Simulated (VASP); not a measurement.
# Se (P3_121) in VASP: density of states with PBE

Aim: the density of states of Se with PBE.

Everything below comes from runs of VASP 6.6.1. Logs are shortened: lines on timing, memory, paths and dates and some standing lists are left out, and cuts for length are marked.

### 1 Starting point

It takes space group P3_121 (No. 152, trigonal). The conventional cell has a = 4.261 Å, b = 4.261 Å, c = 4.846 Å, α = 90.00°, β = 90.00°, γ = 120.00°. Around Se (site symmetry 2) lie 2 Se at 2.28 Å.

### 2 Density of states, PBE

Input file POSCAR:

```
Se
1.0
    4.2611224100      0.0000000000      0.0000000000
   -2.1305612100      3.6902410200      0.0000000000
    0.0000000000      0.0000000000      4.8457880500
Se
3
Direct
    0.2180000000      0.0000000000      0.3333000000
    0.0000000000      0.2180000000      0.6666300000
    0.7820000000      0.7820000000      0.9999700000
```

Input file INCAR.step1:

```
SYSTEM = Se
ALGO = Normal ; EDIFF = 1E-7
ENCUT = 520 ; GGA = PE
ISIF = 2 ; ISMEAR = -1
LASPH = .True. ; LCHARG = .True.
LREAL = .False. ; LWAVE = .False.
NBANDS = 16 ; NELM = 100
PREC = Accurate ; SIGMA = 0.1
```

Input file KPOINTS.step1:

```
k-points
0
Gamma
  7 7 5
  0 0 0
```

Input file INCAR.step2:

```
SYSTEM = Se
ALGO = Normal ; EDIFF = 1E-7
ENCUT = 520 ; GGA = PE
ICHARG = 11 ; ISIF = 2
ISMEAR = -5 ; LASPH = .True.
LCHARG = .False. ; LORBIT = 11
LREAL = .False. ; LWAVE = .False.
NEDOS = 2001 ; NELM = 100
PREC = Accurate ; SIGMA = 0.1
```

Input file KPOINTS.step2:

```
k-points
0
Gamma
  11 11 8
  0 0 0
```

Potentials or basis: VASP PAW PBE potentials, release 64 (Se).

Started as:

```console
cat potpaw_PBE.64/Se/POTCAR > POTCAR
cp INCAR.step1 INCAR
cp KPOINTS.step1 KPOINTS
mpirun -np 1 vasp_std > vasp.out
cp INCAR.step2 INCAR
cp KPOINTS.step2 KPOINTS
mpirun -np 1 vasp_std > vasp.out
```

OUTCAR:

```text
SYSTEM = Se
   EDIFF = 1E-7
   ENCUT = 520
   GGA = PE
   ICHARG = 11
   ISIF = 2
   ISMEAR = -5
   LASPH = .True.
   LORBIT = 11
   LREAL = .False.
   NELM = 100
   PREC = Accurate

 ion  position               nearest neighbor table
   1  0.218  0.000  0.333-   3 2.28   2 2.28
   2  0.000  0.218  0.667-   1 2.28   3 2.28
   3  0.782  0.782  1.000-   1 2.28   2 2.28

  LATTYP: Found a hexagonal cell.
 ALAT       =     4.2611224100
 C/A-ratio  =     1.1372093040

  Lattice vectors:

 A1 = (   4.2611224100,   0.0000000000,   0.0000000000)
 A2 = (  -2.1305612100,   3.6902410200,   0.0000000000)
 A3 = (   0.0000000000,   0.0000000000,   4.8457880500)

Analysis of symmetry for initial positions (statically):
=====================================================================
 Subroutine PRICEL returns:
 Original cell was already a primitive cell.

 Routine SETGRP: Setting up the symmetry group for a
 hexagonal supercell.

 Subroutine GETGRP returns: Found  2 space group operations
 (whereof  1 operations were pure point group operations)
 out of a pool of 24 trial point group operations.

The static configuration has the point symmetry C_1 .
 The point group associated with its full space group is C_2 .

Analysis of symmetry for dynamics (positions and initial velocities):
=====================================================================
 Subroutine PRICEL returns:
 Original cell was already a primitive cell.

 Routine SETGRP: Setting up the symmetry group for a
 hexagonal supercell.

 Subroutine GETGRP returns: Found  2 space group operations
 (whereof  1 operations were pure point group operations)
 out of a pool of 24 trial point group operations.

The dynamic configuration has the point symmetry C_1 .
 The point group associated with its full space group is C_2 .

 Subroutine INISYM returns: Found  2 space group operations
 (whereof  1 operations are pure point group operations),
 and found     1 'primitive' translations

----------------------------------------------------------------------------------------

                                     Primitive cell

  volume of cell :      76.1979

  direct lattice vectors                    reciprocal lattice vectors
     4.261122410  0.000000000  0.000000000     0.234679951  0.135492505  0.000000000
    -2.130561210  3.690241020  0.000000000     0.000000000  0.270985010  0.000000000
     0.000000000  0.000000000  4.845788050     0.000000000  0.000000000  0.206364783

  length of vectors
     4.261122410  4.261123074  4.845788050     0.270985052  0.270985010  0.206364783

  position of ions in fractional coordinates (direct lattice)
     0.218000000  0.000000000  0.333300000
     0.000000000  0.218000000  0.666630000
     0.782000000  0.782000000  0.999970000

  ion indices of the primitive-cell ions
   primitive index   ion index
                 1           1
                 2           2
                 3           3

----------------------------------------------------------------------------------------

 KPOINTS: k-points

Automatic generation of k-mesh.
 Grid dimensions read from file:
 generate k-points for:   11   11    8

 Generating k-lattice:

  Cartesian coordinates                     Fractional coordinates (reciprocal lattice)
     0.021334541  0.012317500  0.000000000     0.090909091  0.000000000  0.000000000
     0.000000000  0.024635001  0.000000000     0.000000000  0.090909091  0.000000000
     0.000000000  0.000000000  0.025795598     0.000000000  0.000000000  0.125000000

  Length of vectors
     0.024635005  0.024635001  0.025795598

  Shift w.r.t. Gamma in fractional coordinates (k-lattice)
     0.000000000  0.000000000  0.000000000

 TETIRR: Found   2900 inequivalent tetrahedra from     5808

 Subroutine IBZKPT returns following result:
 ===========================================

 Found    270 irreducible k-points:

 Following reciprocal coordinates:
            Coordinates               Weight
  0.000000  0.000000  0.000000      1.000000
  0.090909  0.000000  0.000000      4.000000
  0.000000  0.090909  0.000000      2.000000
  0.181818  0.000000  0.000000      4.000000
  0.000000  0.181818  0.000000      2.000000
  0.272727  0.000000  0.000000      4.000000
[... 16 lines left out ...]
  0.454545  0.090909  0.000000      4.000000
 -0.090909 -0.454545  0.000000      2.000000
 [... further k-points ...]
   k-points           NKPTS =    270   k-points in BZ     NKDIM =    270   number of bands    NBANDS=     13
   number of dos      NEDOS =   2001   number of ions     NIONS =      3
   total plane-waves  NPLWV =  36864
   dimension x,y,z NGX =    32 NGY =   32 NGZ =   36
   dimension x,y,z NGXF=    64 NGYF=   64 NGZF=   72
   ions per type =               3
   NGX,Y,Z   is equivalent  to a cutoff of  12.48, 12.48, 12.35 a.u.
   NGXF,Y,Z  is equivalent  to a cutoff of  24.97, 24.97, 24.70 a.u.
 SYSTEM =  Se
   PREC   = accura    normal or accurate (medium, high low for compatibility)
   ISTART =      0    job   : 0-new  1-cont  2-samecut
   ICHARG =     11    charge: 1-file 2-atom 10-const
   ISPIN  =      1    spin polarized calculation?
   LNONCOLLINEAR =      F non collinear calculations
   LSORBIT =      F    spin-orbit coupling
   LASPH  =      T    aspherical Exc in radial PAW
   ENCUT  =  520.0 eV  38.22 Ry    6.18 a.u.   7.92  7.92  9.01*2*pi/ulx,y,z
   NELM   =    100;   NELMIN=  2; NELMDL=  0     # of ELM steps
   EDIFF  = 0.1E-06   stopping-criterion for ELM
   LREAL  =      F    real-space projection
   EDIFFG = 0.1E-05   stopping-criterion for IOM
   NSW    =      0    number of steps for IOM
   IBRION =     -1    ionic relax: 0-MD 1-quasi-New 2-CG
   NFREE  =      0    steps in history (QN), initial steepest desc. (CG)
   ISIF   =      2    stress and relaxation
   ISYM   =      2    0-nonsym 1-usesym 2-fastsym
   POTIM  = 0.5000    time-step for ionic-motion
   TEBEG  =    0.0;   TEEND  =   0.0 temperature during run
   PSTRESS=    0.0 pullay stress
   NELECT =      18.0000    total number of electrons
   NUPDOWN=      -1.0000    fix difference up-down
   EMIN   =  10.00;   EMAX   =-10.00  energy-range for DOS
   EFERMI =   0.00;   METHOD = LEGACY
   ISMEAR =    -5;   SIGMA  =   0.10  broadening in eV -4-tet -1-fermi 0-gaus
   EFERMI_NEDOS =   21; number of points for ismear=-14 and -15
   IALGO  =     38    algorithm
   IMIX   =      4    mixing-type and parameters
     AMIX     =   0.40;   BMIX     =  1.00
     AMIX_MAG =   1.60;   BMIX_MAG =  1.00
  volume/ion in A,a.u.               =      25.40       171.40
  Fermi-wavevector in a.u.,A,eV,Ry     =   1.012010  1.912421 13.934588  1.024163
  Thomas-Fermi vector in A             =   2.145093
   LORBIT       =     11    0 simple, 1 ext, 2 COOP (PROOUT), +10 PAW based schemes
   GGA     = PE    functional components
   LHFCALC =     F    Hartree Fock is set to
   AEXX    =    0.0000 exact exchange contribution
   IVDW    =     0    specifies the selected vdW correction
   LEPSILON=     F    determine dielectric tensor
   LRPA    =     F    only Hartree local field effects (RPA)
 non-spin polarized calculation
 Fermi weights with tetrahedron method with Bloechl corrections
  energy-cutoff  :      520.00
  volume of cell :       76.20
 maximum number of plane-waves:      2070

 number of electron      18.0000004 magnetization

 Free energy of the ion-electron system (eV)
  ---------------------------------------------------
  ext. energy  EPLUGINS =         0.00000000
  ---------------------------------------------------
  free energy    TOTEN  =       -10.13507599 eV

  energy without entropy =      -10.13507599  energy(sigma->0) =      -10.13507599

 E-fermi :   3.4921     XC(G=0):  -9.1211

 val. band max:        3.4815439536   @ k =  -0.0909  -0.4545   0.5000
 cond. band min:       4.5838136238   @ k =  -0.2727  -0.3636   0.5000
 fundamental gap:      1.1022696702
 Fermi energy:         3.4920885818

 k-point     1 :       0.0000    0.0000    0.0000
  band No.  band energies     occupation
      1     -13.2495      2.00000
      2      -8.5874      2.00000
      3      -8.5873      2.00000
      4      -0.7129      2.00000
      5      -0.7128      2.00000
      6      -0.6695      2.00000
      7       0.9996      2.00000
      8       0.9996      2.00000
      9       2.9513      2.00000
     10       5.5786      0.00000
     11       5.5788      0.00000
     12       5.8707      0.00000
     13       9.6156      0.00000

 k-point     2 :       0.0909    0.0000    0.0000
  band No.  band energies     occupation
      1     -13.2158      2.00000
      2      -8.6158      2.00000
      3      -8.5806      2.00000
      4      -1.1632      2.00000
      5      -0.8494      2.00000
      6      -0.4354      2.00000
      7       1.0174      2.00000
      8       1.2095      2.00000
      9       2.8745      2.00000
     10       5.5118      0.00000
     11       5.5625      0.00000
     12       5.9821      0.00000
     13       9.3757      0.00000

 k-point     3 :       0.0000    0.0909    0.0000
  band No.  band energies     occupation
      1     -13.2158      2.00000
      2      -8.6159      2.00000
      3      -8.5805      2.00000
      4      -1.1632      2.00000
      5      -0.8495      2.00000
      6      -0.4354      2.00000
      7       1.0174      2.00000
      8       1.2094      2.00000
      9       2.8745      2.00000
     10       5.5117      0.00000
     11       5.5625      0.00000
     12       5.9821      0.00000
     13       9.3757      0.00000

 k-point     4 :       0.1818    0.0000    0.0000
  band No.  band energies     occupation
      1     -13.1215      2.00000
      2      -8.7006      2.00000
      3      -8.5621      2.00000
      4      -1.6684      2.00000
      5      -1.1184      2.00000
      6      -0.3961      2.00000
      7       1.0510      2.00000
      8       1.4854      2.00000
      9       2.6546      2.00000
     10       5.4844      0.00000
     11       5.6073      0.00000
     12       6.2703      0.00000
     13       9.3288      0.00000

 k-point     5 :       0.0000    0.1818    0.0000
  band No.  band energies     occupation
      1     -13.1215      2.00000
      2      -8.7007      2.00000
      3      -8.5620      2.00000
      4      -1.6683      2.00000
      5      -1.1184      2.00000
      6      -0.3961      2.00000
      7       1.0510      2.00000
      8       1.4853      2.00000
      9       2.6546      2.00000
     10       5.4845      0.00000
     11       5.6073      0.00000
     12       6.2703      0.00000
     13       9.3285      0.00000
[... 257 lines left out ...]
 k-point    22 :      -0.4545    0.3636    0.0000
  band No.  band energies     occupation
      1     -12.7901      2.00000
      2      -9.0161      2.00000
      3      -8.5386      2.00000
      4      -2.3064      2.00000
      5      -1.7392      2.00000
      6      -0.3014      2.00000
      7       0.4712      2.00000
      8       1.2720      2.00000
      9       2.1464      2.00000
     10       5.6588      0.00000
     11       6.2533      0.00000
     12       7.6888      0.00000
     13       8.8567      0.00000

 k-point    23 :       0.4545    0.0909    0.0000
  band No.  band energies     occupation
      1     -12.7457      2.00000
      2      -9.0639      2.00000
      3      -8.5350      2.00000
      4      -2.3446      2.00000
      5      -1.7813      2.00000
      6      -0.2341      2.00000
      7       0.2590      2.00000
      8       1.2407      2.00000
      9       2.1137      2.00000
     10       5.6532      0.00000
     11       6.3168      0.00000
     12       7.9892      0.00000
     13       8.7761      0.00000

 k-point    24 :      -0.0909   -0.4545    0.0000
  band No.  band energies     occupation
      1     -12.7457      2.00000
      2      -9.0640      2.00000
      3      -8.5349      2.00000
      4      -2.3446      2.00000
      5      -1.7813      2.00000
      6      -0.2340      2.00000
      7       0.2589      2.00000
      8       1.2406      2.00000
      9       2.1137      2.00000
     10       5.6532      0.00000
     11       6.3168      0.00000
     12       7.9891      0.00000
     13       8.7761      0.00000

 [... further k-points ...]

------------------------ aborting loop because EDIFF is reached ----------------------------------------

  FORCE on cell =-STRESS in cart. coord.  units (eV):
  Direction    XX          YY          ZZ          XY          YZ          ZX
  --------------------------------------------------------------------------------------
  -------------------------------------------------------------------------------------
  Total        4.0880005      4.0875552      6.8822588     -0.0000000      0.0004909     -0.0000000
  in kB       85.9564288     85.9470656    144.7099608     -0.0000001      0.0103212     -0.0000000
  external PRESSURE =     105.5378184 kB  Pullay stress =       0.0000000 kB

 VOLUME and BASIS-vectors are now :
 -----------------------------------------------------------------------------
  energy-cutoff  :      520.00
  volume of cell :       76.20
      direct lattice vectors                 reciprocal lattice vectors
     4.261122410  0.000000000  0.000000000     0.234679951  0.135492505  0.000000000
    -2.130561210  3.690241020  0.000000000     0.000000000  0.270985010  0.000000000
     0.000000000  0.000000000  4.845788050     0.000000000  0.000000000  0.206364783

 POSITION                                       TOTAL-FORCE (eV/Angst)
 -----------------------------------------------------------------------------------
      0.92892      0.00000      1.61510         1.964802      0.000000      0.000000
     -0.46446      0.80447      3.23035        -0.982401      1.701354      0.000341
      1.66610      2.88577      4.84564        -0.982401     -1.701354     -0.000341
 -----------------------------------------------------------------------------------
    total drift:                                0.000001     -0.000000     -0.000000

  FREE ENERGIE OF THE ION-ELECTRON SYSTEM (eV)
  ---------------------------------------------------
  free  energy   TOTEN  =       -10.1350759907 eV

  energy  without entropy=      -10.1350759907  energy(sigma->0) =      -10.13507599

 total charge

# of ion       s       p       d       tot
------------------------------------------
    1        1.510   2.247   0.077   3.834
    2        1.510   2.247   0.077   3.834
    3        1.510   2.247   0.077   3.834
--------------------------------------------------
tot          4.531   6.740   0.232  11.502
```

Run time: 2.7 min. Hardware: 1 thread of Intel Xeon Platinum 8488C (Sapphire Rapids), shared host; peak memory 0.35 GiB.

What came out:

```
Valence electrons inside the program's atomic spheres : Se 3.83
```

States per cell in windows of 0.5 eV (zero at the valence-band top; states under -8 eV left out):
```csv
from (eV),total,Se1_p,Se2_p,Se3_p,Se2_d,Se3_d,Se1_d
-8.0,0.00,0.00,0.00,0.00,0.00,0.00,0.00
-7.5,0.00,0.00,0.00,0.00,0.00,0.00,0.00
-7.0,0.04,0.01,0.01,0.01,0.00,0.00,0.00
-6.5,0.55,0.10,0.10,0.10,0.00,0.00,0.00
-6.0,1.42,0.25,0.25,0.25,0.01,0.01,0.01
-5.5,1.38,0.24,0.24,0.24,0.01,0.01,0.01
-5.0,0.74,0.13,0.13,0.13,0.00,0.00,0.00
-4.5,0.60,0.10,0.10,0.10,0.00,0.00,0.00
-4.0,1.22,0.21,0.21,0.21,0.00,0.00,0.00
-3.5,0.28,0.05,0.04,0.04,0.00,0.00,0.00
-3.0,0.74,0.12,0.12,0.12,0.01,0.01,0.01
-2.5,1.24,0.21,0.21,0.21,0.01,0.01,0.01
-2.0,1.53,0.27,0.27,0.27,0.01,0.01,0.01
-1.5,0.98,0.18,0.18,0.18,0.01,0.01,0.01
-1.0,0.94,0.18,0.18,0.18,0.01,0.01,0.01
-0.5,0.35,0.07,0.07,0.07,0.00,0.00,0.00
0.0,0.00,0.00,0.00,0.00,0.00,0.00,0.00
0.5,0.00,0.00,0.00,0.00,0.00,0.00,0.00
1.0,0.17,0.03,0.03,0.03,0.00,0.00,0.00
1.5,1.44,0.22,0.22,0.22,0.03,0.03,0.03
2.0,1.15,0.18,0.17,0.17,0.02,0.02,0.02
2.5,1.48,0.24,0.24,0.24,0.03,0.03,0.03
3.0,1.02,0.18,0.18,0.18,0.02,0.02,0.02
3.5,0.51,0.10,0.10,0.10,0.01,0.01,0.01
4.0,0.21,0.04,0.04,0.04,0.00,0.00,0.00
4.5,0.00,0.00,0.00,0.00,0.00,0.00,0.00
5.0,0.10,0.00,0.00,0.00,0.01,0.01,0.01
5.5,0.84,0.03,0.03,0.03,0.04,0.04,0.04
6.0,1.05,0.05,0.05,0.05,0.05,0.05,0.05
6.5,0.00,0.00,0.00,0.00,0.00,0.00,0.00
```
